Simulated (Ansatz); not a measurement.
**Mo(110) / 3 layers W(110) / Mo(110): resistance against film thickness**

Aim: what a thin film of another metal adds to the resistance, first Mo(110) / 3 layers W(110) / Mo(110).

Main program and level: Ansatz 0.2.0; Ansatz plane-wave DFT, PBE, PAW files; ballistic transport by layer matching (Landauer), zero bias.

This is a report of a sequence of runs, with most program output left out.

## Step 1: Set-up

The cell holds 11 atoms: 8 Mo and 3 W. Cell: a = 2.725 Å, b = 2.725 Å, c = 24.642 Å, α = 87.9°, β = 87.9°, γ = 109.5°. It derives from Mo and W. Regions: lead, 8 atoms (8 Mo); films, 3 atoms (3 W). The structure is stacked along c, and the current runs across the ab planes.

## Step 2: With 3 layers

The film is laid into the lead at the lead's in-plane lattice, and the cell closes on the lead's own image. The mesh across the current, 28×28, is finer than the density's, because channels open and close sharply across the zone. Energies from -1 to 1 eV in steps of 0.036 eV cover the slope of the Fermi function at 300 K, so the program can form a conductance.

input.yaml

```yaml
crystal:
  lattice:
    - [1.5735, -2.2252650404, 0.0]
    - [1.5735, 2.2252650404, 0.0]
    - [1.5735, 0.0, 24.5918358824]
  atoms:
    - { symbol: Mo, position: [0.9773780102, 0.9773780102, 0.0452439796] }
    - { symbol: Mo, position: [0.4321340306, 0.4321340306, 0.1357319387] }
    - { symbol: Mo, position: [0.8868900511, 0.8868900511, 0.2262198978] }
    - { symbol: Mo, position: [0.3416460715, 0.3416460715, 0.316707857] }
    - { symbol: W, position: [0.7960160545, 0.7960160545, 0.407967891] }
    - { symbol: W, position: [0.25, 0.25, 0.5] }
    - { symbol: W, position: [0.7039839455, 0.7039839455, 0.592032109] }
    - { symbol: Mo, position: [0.1583539285, 0.1583539285, 0.683292143] }
    - { symbol: Mo, position: [0.6131099489, 0.6131099489, 0.7737801022] }
    - { symbol: Mo, position: [0.0678659694, 0.0678659694, 0.8642680613] }
    - { symbol: Mo, position: [0.5226219898, 0.5226219898, 0.9547560204] }
kpoints:
  mp_grid: { grid: [15, 15, 1] }
hamiltonian:
  xc: pbe
scf:
  occupations: { method: fermi_dirac, width: 0.1 }
output:
  transmission: { leads: [[0, 1]], kmesh: [28, 28], e_range: [-1.0, 1.0], de: 0.036 }
  write_potential: true
  write_density: true
  volumetric_format: npy
  elf: true
```

Command:

```bash
ansatz run input.yaml --threads 4 --pin off --max-ram 8192MiB --backend cpu --events-out ev --progress --plain --runs-dir out
```

It took 4.8 min on 4 threads of Arm Neoverse V2, shared host; peak memory 1.1 GiB.

This step gave:

```yaml
free_energy: -70802.7013 eV
energy_at_zero_smearing: -70802.5945 eV
fermi_energy: 21.57 eV
cell_area: 7.003 Å²
step_of_the_lead_s_potential: 4.6 meV
ballistic_conductance_of_the_lead: 1.19e15 S/m²
estimated_errors_of_the_lead_s_conductance: 0, 6.6, 3.4 % (band edges, k-mesh, distance from neutral)
lead_conductance_per_cell: 1.077 G₀
conductance_of_the_junction: 9.33e14 S/m²
junction_conductance_per_cell: 0.8431 G₀
estimated_errors_of_the_junction_s_conductance: 0.1, 0.3, 5.4, 1.3, 1.1 % (energy step, band edges, k-mesh, leads' steps, distance from neutral)
area_resistance_that_the_stack_adds_contact_term_taken_off_spin_by_spin: 0.2331 fΩ m²
```

Per spin. Transmission, zone mean against energy, zero at the Fermi level:

```
energy (eV)  transmission, zone mean
     -1.000                    0.885
     -0.892                    0.869
     -0.820                    0.835
     -0.712                    0.790
     -0.640                    0.812
     -0.568                    0.845
     -0.532                    0.830
     -0.424                    0.784
     -0.352                    0.765
     -0.244                    0.798
     -0.136                    0.812
     -0.064                    0.833
      0.008                    0.845
      0.044                    0.848
      0.116                    0.873
      0.224                    0.970
      0.332                     1.11
      0.404                     1.14
      0.512                     1.24
      0.620                     1.27
      0.692                     1.32
      0.800                     1.38
      0.836                     1.39
      0.872                     1.38
      0.980                     1.36
```

Per spin. The open channels, zone mean, lead by energy, zero at the Fermi level:

```csv
energy (eV),"open channels, zone mean, lead"
-1.000,1.16
-0.928,1.16
-0.856,1.12
-0.784,1.09
-0.712,1.08
-0.676,1.11
-0.604,1.11
-0.532,1.08
-0.460,1.02
-0.388,0.972
-0.316,1.03
-0.244,1.08
-0.172,1.04
-0.100,1.04
-0.028,1.05
0.008,1.08
0.080,1.15
0.152,1.17
0.224,1.30
0.296,1.38
0.368,1.42
0.440,1.44
0.512,1.57
0.584,1.60
0.656,1.66
0.692,1.67
0.764,1.74
0.836,1.79
0.908,1.78
0.980,1.79
```

Transmission over k1 and k2. At 0.0080 eV from the Fermi level.

Ten even steps from '0' (0.00) to '9' (2.83), each cell a mean:
```
6665333000002455530000333566
6655333000000134430000333456
4443336200000001101100333344
3333389652000000023332333333
2222789776200000023333332222
0000267676620000033333330000
0000036779972222255533331000
0000001569983333336633332000
2100000037754455433511110244
5410000003335666543300000355
5541000003346666643300000245
5553000003345666543300000024
3442011114334555445520000001
0110123336533443389964000000
0000233336653333389966520000
0000033333330000036677761000
1111133333320000003676886111
3333333333320000000366994333
4333333002200000000003733344
6554333000023331000000333455
6665333000035554100000333566
6665333000015555410000333566
```
Columns: k1 (b1) from -0.5 to 0.464; rows upwards: k2 (b2) from -0.5 to 0.464.

Open channels over k1 and k2. At 0.0080 eV from the Fermi level.

Ten even steps from '_' (0.00) to '@' (3.43), each cell a mean:
```
++++++++++::::__________==++++++++++________::::::++++++
++++++++==::::____________++++++++++________::::::==++++
++++++--::::**--__________::::++++::....____::::::::----
------::--##%%++====______________::::::::::::::::::::::
::::::::####@@++++++++..__________::::::::::::::::::::::
________::++++++++++++++__________::::::::::::::________
__________++++++++######::::::::::++++++::::::::::______
____________==++++%%%%%%::----------++++::::::::::______
++::__________----******--++++++++--::==........::++++++
++++----__________::::==++++++++++++::::________++++++++
++++++++__________::::++++++++++++++::::________..++++++
++++++++++________::::++++++++++++++::::__________====++
++++++++--........==::==++++++++==++++++::::__________--
::::::::..::::::::++==::--------::%%%%%%++++--__________
________::::::::::++++++::::::::::%%%%%%++++++++________
__________::::::::::::::__________++++++++++++++..______
..........::::::::::::::__________::++++++++%%####......
::::::::::::::::::::::::____________..++++++@@%%==::::::
++----::::::::____::::..++++______________==##--::--++++
++++++--::::::________++++++++++____________::::--++++++
++++++++::::::________++++++++++--__________::::++++++++
++++++++++::::________++++++++++++==________::::++++++++
```
Columns: k1 (b1) from -0.5 to 0.464; rows upwards: k2 (b2) from -0.5 to 0.464.

ELF in the ca plane at fractional y = 0.068, with atoms of Mo within 0.2 Å of it. It is the smooth field of the valence electrons, not physical close to the nuclei.

Ten even steps from '0' (0.16) to '9' (0.75), each cell a mean:
```
98821433431599831310132268623212213211112237
78402544440178502433342047412432234212213312
22113322332023102322233013103433344212223432
22243111123211233111013322223101113322234311
11133123113322342046302544453027510454554016
66312112112111122168622322242179841454453159
99832100022366422146522210023389962331232288
87942200122699832111112234323258842310012289
```
Columns run along c (16.0 Å, from fractional 0.04 to 0.69 of the cell), rows up along a (2.7 Å).

Valence density in the ca plane at fractional y = 0.068, with atoms of Mo within 0.2 Å of it. It is the smooth field of the valence electrons, not physical close to the nuclei.

Ten even steps from '0' (0.3 e/Å³) to '9' (6.4 e/Å³), each cell a mean:
```
88510000000267410000000023200001100000000013
34100000000034200000000012100000000000000000
00000000000001000000000001000000000000000000
00000000000000000000000000000000000000000000
00000000000000000012100000000013200000000002
22100000000000000023200000000036520000000026
77400000000023100012100000000037620000000049
99610000000256410000000012100024410000000038
```
Columns run along c (16.0 Å, from fractional 0.04 to 0.69 of the cell), rows up along a (2.7 Å).

Electrostatic potential energy in the ca plane at fractional y = 0.068, with atoms of Mo within 0.2 Å of it. With pseudopotentials it is smooth inside the atoms' cores, unlike the true potential.

Values in eV, 5 rows by 16 columns, each cell a mean:
```
-35  12  22  19 -24  -7  20  19   7 -12  17   8  17   7  15   2
  5  20  20  21   5  12  21  20  15   5  20  18  21  12  17  19
 17  21  12  19  20  21  11   8  21  19  18  -1  16  20  21  10
-12  16   8  16   9  15   1  -6  19  18  12 -29   6  21  21 -18
-40   9  17  17 -22  -4   9   4  11   0  11 -25   6  16  18 -22
```
Columns run along c (16.0 Å, from fractional 0.04 to 0.69 of the cell; values clipped at the 3rd and 97th percentile), rows up along a (2.7 Å).

The lead's potential steps by 4.6 meV from period to period, small in itself. The program estimates the junction's conductance to 5.4 % from the k-mesh, 1.1 % from the leads' distance from neutral and 1.3 % from their steps.

By hand: 1/G − 1/G_lead = 1/0.9328 − 1/1.192 = 0.233 fΩ m² with G in 10¹⁵ S/m².

## Step 3: With 5 layers, film layers 5

The stack now holds 5 film layers; the k-mesh follows the cell, and the energies span -0.27 to 0.27 eV.

System of this step: Mo(110) / 5 layers W(110) / Mo(110). The cell holds 13 atoms: 8 Mo and 5 W. Cell: a = 2.725 Å, b = 2.725 Å, c = 29.161 Å, α = 88.2°, β = 88.2°, γ = 109.5°. It derives from Mo and W. Regions: lead, 8 atoms (8 Mo); films, 5 atoms (5 W). The structure is stacked along c, and the current runs across the ab planes.

input.yaml

```yaml
crystal:
  lattice:
    - [1.5735, -2.2252650404, 0.0]
    - [1.5735, 2.2252650404, 0.0]
    - [1.5735, 0.0, 29.1183129219]
  atoms:
    - { symbol: Mo, position: [0.9808946259, 0.9808946259, 0.0382107481] }
    - { symbol: Mo, position: [0.4426838778, 0.4426838778, 0.1146322443] }
    - { symbol: Mo, position: [0.9044731297, 0.9044731297, 0.1910537405] }
    - { symbol: Mo, position: [0.3662623816, 0.3662623816, 0.2674752367] }
    - { symbol: W, position: [0.8277256061, 0.8277256061, 0.3445487878] }
    - { symbol: W, position: [0.288862803, 0.288862803, 0.4222743939] }
    - { symbol: W, position: [0.75, 0.75, 0.5] }
    - { symbol: W, position: [0.211137197, 0.211137197, 0.5777256061] }
    - { symbol: W, position: [0.6722743939, 0.6722743939, 0.6554512122] }
    - { symbol: Mo, position: [0.1337376184, 0.1337376184, 0.7325247633] }
    - { symbol: Mo, position: [0.5955268703, 0.5955268703, 0.8089462595] }
    - { symbol: Mo, position: [0.0573161222, 0.0573161222, 0.8853677557] }
    - { symbol: Mo, position: [0.5191053741, 0.5191053741, 0.9617892519] }
kpoints:
  mp_grid: { grid: [15, 15, 1] }
hamiltonian:
  xc: pbe
scf:
  occupations: { method: fermi_dirac, width: 0.1 }
output:
  transmission:
    leads: [[0, 1]]
    kmesh: [28, 28]
    e_range: [-0.27, 0.27]
    de: 0.036
  write_potential: true
  write_density: true
  volumetric_format: npy
```

The job ended after 2.3 min (4 threads; peak memory 1.5 GiB; 7.4 min of CPU time).

Numbers from this step:

* free energy: -91572.3356 eV
* energy at zero smearing: -91572.2101 eV
* Fermi energy: 21.73 eV
* step of the lead's potential: 4.7 meV
* estimated errors of the lead's conductance: 0, 6.6, 3.8 % (band edges, k-mesh, distance from neutral)
* lead conductance per cell: 1.073 G₀
* conductance of the junction: 8.35e14 S/m²
* junction conductance per cell: 0.7543 G₀
* estimated errors of the junction's conductance: 0.2, 0.1, 5, 1.2, 0.9 % (energy step, band edges, k-mesh, leads' steps, distance from neutral)
* area resistance that the stack adds (contact term taken off, spin by spin): 0.3557 fΩ m²

Per spin. Table of transmission, zone mean by energy, zero at the Fermi level:

```
energy (eV)  transmission, zone mean
     -0.270                    0.691
     -0.234                    0.706
     -0.198                    0.712
     -0.162                    0.717
     -0.126                    0.727
     -0.090                    0.730
     -0.054                    0.745
     -0.018                    0.754
      0.018                    0.759
      0.054                    0.764
      0.090                    0.759
      0.126                    0.767
      0.162                    0.763
      0.198                    0.785
      0.234                    0.837
      0.270                    0.866
```

The conductance of the junction is 8.3e14 S/m², 11 % under the 9.3e14 S/m² of the last finished run.

## Step 4: With 6 layers, film layers 6

The stack now holds 6 film layers; the k-mesh follows the cell, and the energies span -0.27 to 0.27 eV.

System of this step: Mo(110) / 6 layers W(110) / Mo(110). The cell holds 14 atoms: 8 Mo and 6 W. Cell: a = 2.725 Å, b = 2.725 Å, c = 31.382 Å, α = 90.0°, β = 90.0°, γ = 109.5°. It derives from Mo and W. Regions: lead, 8 atoms (8 Mo); films, 6 atoms (6 W). The structure is stacked along c, and the current runs across the ab planes.

input.yaml, the sections that differ from step 3:

```yaml
crystal:
  lattice:
    - [1.5735, -2.2252650404, 0.0]
    - [1.5735, 2.2252650404, 0.0]
    - [0.0, 0.0, 31.3815514416]
  atoms:
    - { symbol: Mo, position: [0.0, 0.0, 0.0354549877] }
    - { symbol: Mo, position: [0.5, 0.5, 0.1063649631] }
    - { symbol: Mo, position: [0.0, 0.0, 0.1772749385] }
    - { symbol: Mo, position: [0.5, 0.5, 0.2481849139] }
    - { symbol: W, position: [0.0, 0.0, 0.319699918] }
    - { symbol: W, position: [0.5, 0.5, 0.3918199508] }
    - { symbol: W, position: [0.0, 0.0, 0.4639399836] }
    - { symbol: W, position: [0.5, 0.5, 0.5360600164] }
    - { symbol: W, position: [0.0, 0.0, 0.6081800492] }
    - { symbol: W, position: [0.5, 0.5, 0.680300082] }
    - { symbol: Mo, position: [0.0, 0.0, 0.7518150861] }
    - { symbol: Mo, position: [0.5, 0.5, 0.8227250615] }
    - { symbol: Mo, position: [0.0, 0.0, 0.8936350369] }
    - { symbol: Mo, position: [0.5, 0.5, 0.9645450123] }
# kpoints, hamiltonian, scf, output: as in step 3
```

Elapsed: 2.8 min, on 4 threads; peak memory 1.7 GiB; 7.9 min of CPU time.

This step gave:

- free energy: -101957.1547 eV
- energy at zero smearing: -101957.0232 eV
- Fermi energy: 21.79 eV
- step of the lead's potential: 5.2 meV
- estimated errors of the lead's conductance: 0, 6.6, 3.9 % (band edges, k-mesh, distance from neutral)
- conductance of the junction: 8.16e14 S/m²
- junction conductance per cell: 0.7375 G₀
- estimated errors of the junction's conductance: 0.1, 0.1, 5.3, 1.2, 1 % (energy step, band edges, k-mesh, leads' steps, distance from neutral)
- area resistance that the stack adds (contact term taken off, spin by spin): 0.3830 fΩ m²

Per spin. Transmission, zone mean against energy, zero at the Fermi level:

```csv
energy (eV),"transmission, zone mean"
-0.270,0.678
-0.234,0.688
-0.198,0.692
-0.162,0.696
-0.126,0.705
-0.090,0.716
-0.054,0.728
-0.018,0.736
0.018,0.742
0.054,0.748
0.090,0.746
0.126,0.748
0.162,0.744
0.198,0.757
0.234,0.813
0.270,0.839
```

The conductance of the junction is 8.2e14 S/m², 2.2 % under the 8.3e14 S/m² of the last finished run, within the error estimates, leads' steps apart, of 5 and 5.3 %.

## Step 5: With 8 layers, film layers 8

The stack now holds 8 film layers; the k-mesh follows the cell, and the energies span -0.27 to 0.27 eV.

System of this step: Mo(110) / 8 layers W(110) / Mo(110). The cell holds 16 atoms: 8 Mo and 8 W. Cell: a = 2.725 Å, b = 2.725 Å, c = 35.908 Å, α = 90.0°, β = 90.0°, γ = 109.5°. It derives from Mo and W. Regions: lead, 8 atoms (8 Mo); films, 8 atoms (8 W). The structure is stacked along c, and the current runs across the ab planes.

input.yaml, the sections that differ from step 4:

```yaml
crystal:
  lattice:
    - [1.5735, -2.2252650404, 0.0]
    - [1.5735, 2.2252650404, 0.0]
    - [0.0, 0.0, 35.9080284811]
  atoms:
    - { symbol: Mo, position: [0.0, 0.0, 0.0309856199] }
    - { symbol: Mo, position: [0.5, 0.5, 0.0929568596] }
    - { symbol: Mo, position: [0.0, 0.0, 0.1549280993] }
    - { symbol: Mo, position: [0.5, 0.5, 0.216899339] }
    - { symbol: W, position: [0.0, 0.0, 0.279399339] }
    - { symbol: W, position: [0.5, 0.5, 0.3424280993] }
    - { symbol: W, position: [0.0, 0.0, 0.4054568596] }
    - { symbol: W, position: [0.5, 0.5, 0.4684856199] }
    - { symbol: W, position: [0.0, 0.0, 0.5315143801] }
    - { symbol: W, position: [0.5, 0.5, 0.5945431404] }
    - { symbol: W, position: [0.0, 0.0, 0.6575719007] }
    - { symbol: W, position: [0.5, 0.5, 0.720600661] }
    - { symbol: Mo, position: [0.0, 0.0, 0.783100661] }
    - { symbol: Mo, position: [0.5, 0.5, 0.8450719007] }
    - { symbol: Mo, position: [0.0, 0.0, 0.9070431404] }
    - { symbol: Mo, position: [0.5, 0.5, 0.9690143801] }
# kpoints, hamiltonian, scf, output: as in step 4
```

Wall time 3.2 min (4 threads); peak memory 1.9 GiB; 8.9 min of CPU time.

Numbers from this step:

- free energy: -122726.7977 eV
- energy at zero smearing: -122726.6475 eV
- Fermi energy: 21.90 eV
- step of the lead's potential: 4.7 meV
- estimated errors of the lead's conductance: 0, 6.6, 3.4 % (band edges, k-mesh, distance from neutral)
- lead conductance per cell: 1.076 G₀
- conductance of the junction: 8.08e14 S/m²
- junction conductance per cell: 0.7301 G₀
- estimated errors of the junction's conductance: 0.2, 0, 6.3, 1.3, 0.7 % (energy step, band edges, k-mesh, leads' steps, distance from neutral)
- area resistance that the stack adds (contact term taken off, spin by spin): 0.3983 fΩ m²

Per spin. Table of transmission, zone mean by energy, zero at the Fermi level:

```
energy (eV)  transmission, zone mean
     -0.270                    0.658
     -0.234                    0.666
     -0.198                    0.670
     -0.162                    0.676
     -0.126                    0.685
     -0.090                    0.707
     -0.054                    0.722
     -0.018                    0.730
      0.018                    0.735
      0.054                    0.738
      0.090                    0.730
      0.126                    0.738
      0.162                    0.734
      0.198                    0.755
      0.234                    0.789
      0.270                    0.824
```

The conductance of the junction is 8.1e14 S/m², 1.0 % under the 8.2e14 S/m² of the last finished run, within the error estimates, leads' steps apart, of 5.3 and 6.3 %.

[end of part 1 of 2]

[Logs are printed without paths, hosts, clocks, repeated set-up lines and the standing remarks that a program may print on its own settings, such as how far it seeks lower states.]

[Hosts, paths, dates, database ids (printed as entryN), source tags and the programs' standing remarks are cut or masked in the printed files.]
